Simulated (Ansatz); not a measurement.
**From three elastic constants to directional properties of P**

These are results of DFT LDA+D3(BJ), scalar-relativistic, plane waves, PAW in Ansatz 0.2.0, not measurements. Cutoff 420 eV, 20×20×20 k-points (Γ-centred), Fermi-Dirac smearing of 0.15 eV. No spin polarisation.

The cell, relaxed at this level:
```xyz
1
Lattice="2.3774 0.0000 0.0000 0.0000 2.3774 0.0000 0.0000 0.0000 2.3774" Properties=species:S:1:pos:R:3 pbc="T T T"
P     0.0000    0.0000    0.0000
```

In a metal, frequencies and elastic constants depend on the k mesh and the smearing, soft modes and shear constants most.

With ions relaxed, on the cubic axes: C11 = 288.8, C12 = 62.0, C44 = 63.6 GPa. The density is 3.828 g/cm³. Zone-centre modes weren't checked beside this run.

Question: Is the crystal stable against strain, and how anisotropic is it?

Answer: Born's conditions hold: C11 + 2C12 = 412.8, C11 − C12 = 226.8 and C44 = 63.6 GPa are all positive. B = (C11 + 2C12)/3 = 137.6 GPa. The two shear moduli are C44 and C′ = (C11 − C12)/2 = 113.4 GPa, so Zener's ratio is A = C44/C′ = 0.56: the shear C44 is the soft one, as in NaCl, KCl, the halide perovskites and the bcc metals V, Nb, Cr and Mo. The Cauchy pressure C12 − C44 is -1.6 GPa; it would vanish for pair forces between atoms on inversion centres at zero pressure, and here it is small.

Question: Give the sound speeds along the three symmetry directions.

Answer: The Christoffel equation gives ρv² for each branch:
```
direction branch                    ρv²    GPa v (m/s)
    [100]              L                    C11  288.8     8686
    [100]         T (×2) C44   63.6     4075
    [110]              L   (C11 + C12 + 2C44)/2  239.0     7901
    [110]   T, u ∥ [001]                    C44   63.6     4075
    [110]  T, u ∥ [1-10]          (C11 − C12)/2  113.4     5443
    [111]              L  (C11 + 2C12 + 4C44)/3  222.4     7622
    [111]         T (×2) (C11 − C12 + C44)/3   96.8     5029
```

Question: How does Young's modulus depend on direction?

Answer: Inverting gives S11 = 3.746, S12 = -0.662, S44 = 15.731 TPa⁻¹. Along a unit vector (l, m, n), 1/E = S11 − 2(S11 − S12 − S44/2)(l²m² + m²n² + n²l²), where the last bracket is 0, 1/4 and 1/3 for [100], [110] and [111]: E = 267, 183 and 165 GPa. With A < 1 the cube edge is stiffest. For a film on (001), the biaxial modulus is C11 + C12 − 2C12²/C11 = 324 GPa and the normal strain is −2C12/C11 = -0.43 times the in-plane one.

This simple cubic form isn't the element's structure at ambient conditions.

Cost: 1 run of about 0.75 core-minutes, on Intel Xeon Platinum 8488C (Sapphire Rapids) (shared hosts).

The elastic anisotropy follows the bond directions of the simple cubic lattice. Phosphorus has three valence p electrons, and the p orbitals form σ bonds along the cube axes. Strain along an axis stretches these bonds directly, hence the large C11 and the highest longitudinal speed along [100]. The tetragonal shear C′ also changes bond lengths, whereas the C44 shear changes the right angles between bonds but, to first order, not their lengths. It is therefore resisted mainly by angular forces and more distant neighbours, which probably explains A = 0.56. The near-zero Cauchy pressure is no evidence of pair forces, since angular and volume-dependent electronic contributions can cancel in a metal.

The positive Born combinations establish stability against small homogeneous strains only. The half-filled p bands favour a Peierls distortion into short and long bonds, as in the rhombohedral A7 structure, and this pairing of atoms doubles the primitive cell. The corresponding instability would appear in a zone-boundary phonon, which elastic constants of the one-atom cell can't rule out.
